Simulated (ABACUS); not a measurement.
# BP (F-43m) in ABACUS: a series of runs

The runs below take BP through equation of state, with TPSS.

Everything below comes from runs of ABACUS 3.10.1. Logs are shortened: lines on timing, memory, paths and dates and some standing lists are left out, and cuts for length are marked.

**Experimental background.**

“Equation of state of single-crystal cubic boron phosphide”, 2014, arxiv:1407.1677 reports, for a bulk crystal of BP at 300 K: bulk modulus 179 ± 1 GPa.

How close the calculation comes is told below.

## Step 1: The structure

Symmetry: F-43m, No. 216, cubic system. The conventional cell has a = 4.538 Å, b = 4.538 Å, c = 4.538 Å, α = 90.00°, β = 90.00°, γ = 90.00°. Around P (site symmetry -43m) lie 4 B at 1.97 Å. Around B (site symmetry -43m) lie 4 P at 1.97 Å.

## Step 2: Equation of state, TPSS, 10.98 Å³/atom (volume scaled by 0.94)

INPUT reads:

```
INPUT_PARAMETERS
suffix              BP
calculation         scf
basis_type          pw
pseudo_dir          ./
symmetry            1
dft_functional      MGGA_X_TPSS+MGGA_C_TPSS
ecutwfc             76
pseudo_rcut         7
nspin               1
nbands              8
ks_solver           dav
smearing_method     fd
smearing_sigma      0.00367493
scf_thr             1e-08
scf_nmax            100
mixing_type         broyden
mixing_beta         0.7
cal_force           1
cal_stress          1
mixing_tau          1
kpar                4
```

STRU reads:

```
ATOMIC_SPECIES
P 30.9738 P_ONCV_PBE-1.2.upf
B 10.8100 B_ONCV_PBE-1.2.upf

LATTICE_CONSTANT
1.8897261246

LATTICE_VECTORS
0.0000000000 2.2226808807 2.2226808807
2.2226808807 0.0000000000 2.2226808807
2.2226808807 2.2226808807 0.0000000000

ATOMIC_POSITIONS
Direct

P
0.0
1
0.7500000000 0.7500000000 0.7500000000 1 1 1

B
0.0
1
0.0000000000 0.0000000000 0.0000000000 1 1 1
```

KPT reads:

```
K_POINTS
0
Gamma
7 7 7 0 0 0
```

Potentials or basis: SG15 ONCV 1.2 PBE, plane waves.

Run with:

```bash
OMP_NUM_THREADS=1 mpirun -np 4 abacus > log
```

running log:

```text
ABACUS v3.10.1

               Atomic-orbital Based Ab-initio Computation at UStc

 ------------------------------------------------------------------------------------

 READING GENERAL INFORMATION
                           global_out_dir = OUT.BP/
                           global_in_card = INPUT
                               pseudo_dir = ./
                              orbital_dir =
                                    DSIZE = 4
                                    GSIZE = 1

 READING UNITCELL INFORMATION
                                    ntype = 2
                  lattice constant (Bohr) = 1.88973
              lattice constant (Angstrom) = 1

 READING ATOM TYPE 1
                               atom label = P
                      L=0, number of zeta = 1
                      L=1, number of zeta = 1
                      L=2, number of zeta = 1
             number of atom for this type = 1

 READING ATOM TYPE 2
                               atom label = B
                      L=0, number of zeta = 1
                      L=1, number of zeta = 1
                      L=2, number of zeta = 1
             number of atom for this type = 1

                        TOTAL ATOM NUMBER = 2
DIRECT COORDINATES
    atom                   x                   y                   z     mag                  vx                  vy                  vz
taud_P1            0.7500000000        0.7500000000        0.7500000000  0.0000        0.0000000000        0.0000000000        0.0000000000
taud_B1            0.0000000000        0.0000000000        0.0000000000  0.0000        0.0000000000        0.0000000000        0.0000000000

                          Volume (Bohr^3) = 148.203
                             Volume (A^3) = 21.9614

 Lattice vectors: (Cartesian coordinate: in unit of a_0)
                   +0            +2.22268            +2.22268
             +2.22268                  +0            +2.22268
             +2.22268            +2.22268                  +0
 Reciprocal vectors: (Cartesian coordinate: in unit of 2 pi/a_0)
            -0.224954           +0.224954           +0.224954
            +0.224954           -0.224954           +0.224954
            +0.224954           +0.224954           -0.224954
 The esolver type has been set to : ksdft_pw

                PAO radial cut off (Bohr) = 7

 Read in pseudopotential file is P_ONCV_PBE-1.2.upf
                     pseudopotential type = NC
          exchange-correlation functional = PBE
                 nonlocal core correction = 0
                        valence electrons = 5
                                     lmax = 1
                           number of zeta = 0
                     number of projectors = 4
                           L of projector = 0
                           L of projector = 0
                           L of projector = 1
                           L of projector = 1
 XC functional updated to : MGGA_X_TPSS+MGGA_C_TPSS
          exchange-correlation functional = MGGA_X_TPSS+MGGA_C_TPSS
                PAO radial cut off (Bohr) = 7

 Read in pseudopotential file is B_ONCV_PBE-1.2.upf
                     pseudopotential type = NC
          exchange-correlation functional = PBE
                 nonlocal core correction = 0
                        valence electrons = 3
                                     lmax = 1
                           number of zeta = 0
                     number of projectors = 4
                           L of projector = 0
                           L of projector = 0
                           L of projector = 1
                           L of projector = 1
 XC functional updated to : MGGA_X_TPSS+MGGA_C_TPSS
          exchange-correlation functional = MGGA_X_TPSS+MGGA_C_TPSS
     initial pseudo atomic orbital number = 0

 SETUP THE ELECTRONS NUMBER
             electron number of element P = 5
       total electron number of element P = 5
             electron number of element B = 3
       total electron number of element B = 3
            AUTOSET number of electrons:  = 8
                           occupied bands = 4
                                   NBANDS = 8
                                   NLOCAL = 18

 SETUP THE PLANE WAVE BASIS
 energy cutoff for charge/potential (unit:Ry) = 304
            fft grid for charge/potential = [ 36, 36, 36 ]
                        fft grid division = [ 1, 1, 1 ]
        big fft grid for charge/potential = [ 36, 36, 36 ]
                                     nbxx = 46656
                                     nrxx = 46656

 SETUP PLANE WAVES FOR CHARGE/POTENTIAL
                    number of plane waves = 13323
                         number of sticks = 745

 PARALLEL PW FOR CHARGE/POTENTIAL
     PROC   COLUMNS(POT)             PW
        1            745          13323
 --------------- sum -------------------
        1            745          13323
                            number of |g| = 182
                                  max |g| = 27.2756
[... 36 lines left out ...]
                                       C3 = 8
                                       C4 = 0
                                       C6 = 0
                                       S1 = 6
                                       S3 = 0
                                       S4 = 6
                                       S6 = 0
                              POINT GROUP = T_d
                                       C2 = 3
                                       C3 = 8
                                       C4 = 0
                                       C6 = 0
                                       S1 = 6
                                       S3 = 0
                                       S4 = 6
                                       S6 = 0
               POINT GROUP IN SPACE GROUP = T_d

 SETUP K-POINTS
                                    nspin = 1
                   Input type of k points = Monkhorst-Pack(Gamma)
                                   nkstot = 343
                       right hand lattice = 1
(for reciprocal lattice: )
                             BRAVAIS TYPE = 2
                     BRAVAIS LATTICE NAME = 02. Cubic I (body-centered)
                                    ibrav = 2
                       right hand lattice = 1
(for k-lattice: )
                             BRAVAIS TYPE = 2
                     BRAVAIS LATTICE NAME = 02. Cubic I (body-centered)
                                    ibrav = 2
                       right hand lattice = 1
                        ROTATION MATRICES = 48
                               nkstot_ibz = 20
K-POINTS REDUCTION ACCORDING TO SYMMETRY
     IBZ    DIRECT_X    DIRECT_Y    DIRECT_Z  WEIGHT  ibz2bz
       1  0.00000000  0.00000000  0.00000000  0.0029       0
       2  0.14285714  0.14285714  0.14285714  0.0233       1
       3  0.28571429  0.28571429  0.28571429  0.0233       2
       4  0.42857143  0.42857143  0.42857143  0.0233       3
       5  0.14285714  0.14285714  0.00000000  0.0175       8
       6  0.28571429  0.14285714  0.28571429  0.0700       9
[... 12 lines left out ...]
      19 -0.42857143  0.42857143  0.14285714  0.0700      74
      20 -0.28571429  0.42857143  0.28571429  0.0700      75

                               nkstot now = 20
[... K-POINTS DIRECT COORDINATES: 20 rows ...]

           k-point number in this process = 5
       minimum distributed K point number = 5
[... stars of the k points ...]

[... K-POINTS CARTESIAN COORDINATES: 5 rows ...]

[... K-POINTS DIRECT COORDINATES: 5 rows ...]

 SETUP PLANE WAVES FOR WAVE FUNCTIONS
     energy cutoff for wavefunc (unit:Ry) = 76
              fft grid for wave functions = [ 36, 36, 36 ]
                    number of plane waves = 1989
                         number of sticks = 211

 PARALLEL PW FOR WAVE FUNCTIONS
     PROC   COLUMNS(POT)             PW
        1            211           1989
 --------------- sum -------------------
        1            211           1989

 SETUP NONLOCAL PSEUDOPOTENTIALS IN PLANE WAVE BASIS
 P non-local projectors:
 projector 1 L=0
 projector 2 L=0
 projector 3 L=1
 projector 4 L=1
 B non-local projectors:
 projector 1 L=0
 projector 2 L=0
 projector 3 L=1
 projector 4 L=1
      TOTAL NUMBER OF NONLOCAL PROJECTORS = 16

 Init Non-Local PseudoPotential table :
 Init Non-Local-Pseudopotential done.

                                     npwx = 1673

 -------------------------------------------
 SELF-CONSISTENT
 -------------------------------------------
                                 init_chg = atomic

 PW ALGORITHM --------------- ION=   1  ELEC=   1--------------------------------

 Density error is 0.156975931685
                          Error Threshold = 0.01
----------------------------------------------------------
     Energy           Rydberg                 eV
----------------------------------------------------------
 E_KohnSham     -18.8629111896       -256.6430730471
 E_Harris       -18.5113550077       -251.8599058049
 E_Fermi        0.7515517906         10.2253866938
----------------------------------------------------------
[... 63 lines left out ...]
 Density error is 1.93651852866e-10
                          Error Threshold = 2.19832513491e-10
----------------------------------------------------------
     Energy           Rydberg                 eV
----------------------------------------------------------
 E_KohnSham     -18.8991767466       -257.1364912632
 E_KS(sigma->0) -18.8991767437       -257.1364912228
 E_Harris       -18.8991697171       -257.1363956222
 E_band         1.9429668275         26.4354198796
 E_one_elec     7.0098764747         95.3742623324
 E_Hartree      1.2162450861         16.5478633354
 E_xc           -5.7047826827        -77.6175503367
 E_Ewald        -21.4205156188       -291.4410665136
 E_entropy(-TS) -0.0000000059        -0.0000000807
 E_descf        0.0000000000         0.0000000000
 E_exx          0.0000000000         0.0000000000
 E_Fermi        0.7882909270         10.7252482896
----------------------------------------------------------

 charge density convergence is achieved
 final etot is -257.13649126 eV
 EFERMI = 10.72524829 eV

 STATE ENERGY(eV) AND OCCUPATIONS    NSPIN == 1
 1/5 kpoint (Cartesian) = 0.0000 0.0000 0.0000 (1639 pws)
       1       -6.13622     0.00583090
       2        10.0942     0.00583088
       3        10.0942     0.00583088
       4        10.0942     0.00583088
       5        13.8850    2.09169e-30
       6        13.8850    2.09169e-30
       7        13.8850    2.09169e-30
       8        18.8310    2.28923e-73
[... 31 lines left out ...]
 5/5 kpoint (Cartesian) = 0.0000 0.0000 0.064272 (1655 pws)
       1       -5.61256      0.0349854
       2        8.61211      0.0349854
       3        8.61211      0.0349854
       4        8.64095      0.0349854
       5        13.0048    5.54668e-22
       6        15.9419    1.70802e-47
       7        15.9419    1.70802e-47
       8        18.1385    1.42168e-66

------------------------------------------------------------------------------------------
 TOTAL-FORCE (eV/Angstrom)
------------------------------------------------------------------------------------------
                        P1         0.0000000000         0.0000000000         0.0000000000
                        B1         0.0000000000         0.0000000000         0.0000000000
------------------------------------------------------------------------------------------

----------------------------------------------------------------
 TOTAL-STRESS (KBAR)
----------------------------------------------------------------
       122.5245891608         0.0000000000         0.0000000000
         0.0000000000       122.5245891608         0.0000000000
         0.0000000000        -0.0000000000       122.5245891608
----------------------------------------------------------------
 TOTAL-PRESSURE: 122.524589 KBAR

 --------------------------------------------
 !FINAL_ETOT_IS -257.1364912631689208 eV
 --------------------------------------------
```

Wall time 5.3 s (4 MPI ranks of Intel Xeon Platinum 8488C (Sapphire Rapids), shared host); peak memory 0.28 GiB.

What came out:

* Free energy: -257.1365 eV
* Pressure: 12.3 GPa
* Band gap on the k mesh: 1.30 eV, indirect (least direct gap 3.79 eV)

Caveat: the potentials were made for another functional, which shifts forces and pressure; an odd mesh through Γ misses points on the zone boundary, where band edges often lie.

## Step 3: Equation of state, TPSS, 11.45 Å³/atom (volume scaled by 0.98)

INPUT is that of step 2.

STRU: that of step 2 with these lines changed.

```diff
@@ -8,5 +8,5 @@
 LATTICE_VECTORS
-0.0000000000 2.2226808807 2.2226808807
-2.2226808807 0.0000000000 2.2226808807
-2.2226808807 2.2226808807 0.0000000000
+0.0000000000 2.2537713532 2.2537713532
+2.2537713532 0.0000000000 2.2537713532
+2.2537713532 2.2537713532 0.0000000000
```

KPT is that of step 2.

Potentials or basis: SG15 ONCV 1.2 PBE, plane waves.

Run with:

```bash
OMP_NUM_THREADS=1 mpirun -np 4 abacus > log
```

It took 5.3 s on 4 MPI ranks of Intel Xeon Platinum 8488C (Sapphire Rapids), shared host; peak memory 0.28 GiB.

The run converged. Its results:

* Free energy: -257.1843 eV
* Pressure: 4.4 GPa
* Band gap on the k mesh: 1.36 eV, indirect (least direct gap 3.72 eV)

Caveat: the potentials were made for another functional, which shifts forces and pressure; an odd mesh through Γ misses points on the zone boundary, where band edges often lie.

## Step 4: Equation of state, TPSS, 11.92 Å³/atom (volume scaled by 1.02)

INPUT is that of step 3.

STRU: that of step 3 with these lines changed.

```diff
@@ -8,5 +8,5 @@
 LATTICE_VECTORS
-0.0000000000 2.2537713532 2.2537713532
-2.2537713532 0.0000000000 2.2537713532
-2.2537713532 2.2537713532 0.0000000000
+0.0000000000 2.2840269280 2.2840269280
+2.2840269280 0.0000000000 2.2840269280
+2.2840269280 2.2840269280 0.0000000000
```

KPT is that of step 3.

Run with:

```bash
OMP_NUM_THREADS=1 mpirun -np 4 abacus > log
```

Run time: 5.3 s. Hardware: 4 MPI ranks of Intel Xeon Platinum 8488C (Sapphire Rapids), shared host; peak memory 0.28 GiB.

The run converged. Its results:

```yaml
Free_energy: -257.1901 eV
Pressure: -2.2 GPa
Band_gap_on_the_k_mesh: 1.42 eV, indirect (least direct gap 3.65 eV)
```

Caveat: the potentials were made for another functional, which shifts forces and pressure; an odd mesh through Γ misses points on the zone boundary, where band edges often lie.

## Step 5: Equation of state, TPSS, 12.38 Å³/atom (volume scaled by 1.06)

INPUT is that of step 4.

STRU: that of step 4 with these lines changed.

```diff
@@ -8,5 +8,5 @@
 LATTICE_VECTORS
-0.0000000000 2.2840269280 2.2840269280
-2.2840269280 0.0000000000 2.2840269280
-2.2840269280 2.2840269280 0.0000000000
+0.0000000000 2.3135014941 2.3135014941
+2.3135014941 0.0000000000 2.3135014941
+2.3135014941 2.3135014941 0.0000000000
```

KPT is that of step 4.

Run with:

```bash
OMP_NUM_THREADS=1 mpirun -np 4 abacus > log
```

Run time: 5.2 s. Hardware: 4 MPI ranks of Intel Xeon Platinum 8488C (Sapphire Rapids), shared host; peak memory 0.28 GiB.

The run converged. Its results:

```yaml
Free_energy: -257.1612 eV
Pressure: -7.6 GPa
Band_gap_on_the_k_mesh: 1.48 eV, indirect (least direct gap 3.60 eV)
```

Caveat: the potentials were made for another functional, which shifts forces and pressure; an odd mesh through Γ misses points on the zone boundary, where band edges often lie.

## Step 6: Equation of state, TPSS

Potentials or basis: SG15 ONCV 1.2 PBE, plane waves.

This step only gathers the single runs of the series.

What came out:

- Equilibrium volume: 11.75 Å³/atom
- Bulk modulus: 160 GPa
- Pressure derivative of the bulk modulus: 3.8 (rough: it moves with the points fitted)

Energy against volume, from the lowest point:
| volume (Å³/atom) | energy (meV/atom) |
| --- | --- |
| 10.981 | 26.81 |
| 11.448 | 2.91 |
| 11.915 | 0.00 |
| 12.383 | 14.47 |

Caveat: the potentials were made for another functional, which shifts forces and pressure.

## Step 7: Against experiment

Step 6. Against the measured bulk modulus of BP, 179 GPa (300 K; “Equation of state of single-crystal cubic boron phosphide”, 2014, arxiv:1407.1677), the calculated 160 GPa is off by -10.8 %. 3 values of this kind are on record (173 to 179 GPa); this one was drawn at random among those near their median, those with a stated uncertainty first. The fit is for a static lattice scaled at fixed shape and fixed fractional positions.
